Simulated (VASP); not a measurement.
Runs of VASP 6.6.1 on Ag. The structure is cubic, space group Fm-3m (No. 225). The conventional cell has a = 4.085 Å, b = 4.085 Å, c = 4.085 Å, α = 90.00°, β = 90.00°, γ = 90.00°. Ag (site symmetry m-3m) is surrounded by 12 Ag at 2.89 Å. 

```tsv
task	level	cell	k mesh	cutoff (eV)	smearing	grid for exact exchange (PRECFOCK)	exchange at q = 0	mesh quality	gap on the mesh (eV)	pressure (GPa)	relaxed volume (Å³/atom)
single point	PBE	as given	11 × 11 × 11	520	gaussian 0.012 eV	-	-	not flagged	none	4.1	-
relaxation of cell and atoms	PBEsol0	relaxed	6 × 6 × 6	600	fermi-dirac 0.05 eV	Fast	default	coarse	none	0.0	(a)
band structure	MS2	as given	11 × 11 × 11	520	fermi-dirac 0.05 eV	-	-	not flagged	-	-1.9	-
band structure	BLYP	as given	11 × 11 × 11	520	fermi-dirac 0.05 eV	-	-	not flagged	-	12.1	-
band structure	revTPSS	as given	11 × 11 × 11	520	fermi-dirac 0.05 eV	-	-	not flagged	-	-2.9	-
relaxation of cell and atoms	RPBE	relaxed	11 × 11 × 11	600	fermi-dirac 0.05 eV	-	-	not flagged	none	0.1	18.62
relaxation of cell and atoms	BLYP	relaxed	11 × 11 × 11	600	fermi-dirac 0.05 eV	-	-	not flagged	none	0.0	(b)
single point	PBE	as given	11 × 11 × 11	520	gaussian 0.015 eV	-	-	not flagged	none	4.1	-
band structure	TPSS	as given	11 × 11 × 11	520	fermi-dirac 0.05 eV	-	-	not flagged	-	0.0	-
single point	PBE	as given	11 × 11 × 11	520	gaussian 0.011 eV	-	-	not flagged	none	4.1	-
```

Alike in all rows: potentials or basis VASP PAW PBE potentials, release 64 (Ag); no spin polarisation.

Task: Fill in the values left out.

Result: (a) 16.94; (b) 19.31.

Caveats: some runs use coarse meshes; the PAW data sets were made with another functional, which shifts forces and pressure a little (some runs); the volume moved by +13 % from the deposited cell, more than functionals usually miss (some runs).

A k mesh can miss the band edges, and the runs leave out spin-orbit coupling on Ag.

A gap of «none» marks a metal or a gap under the smearing width.
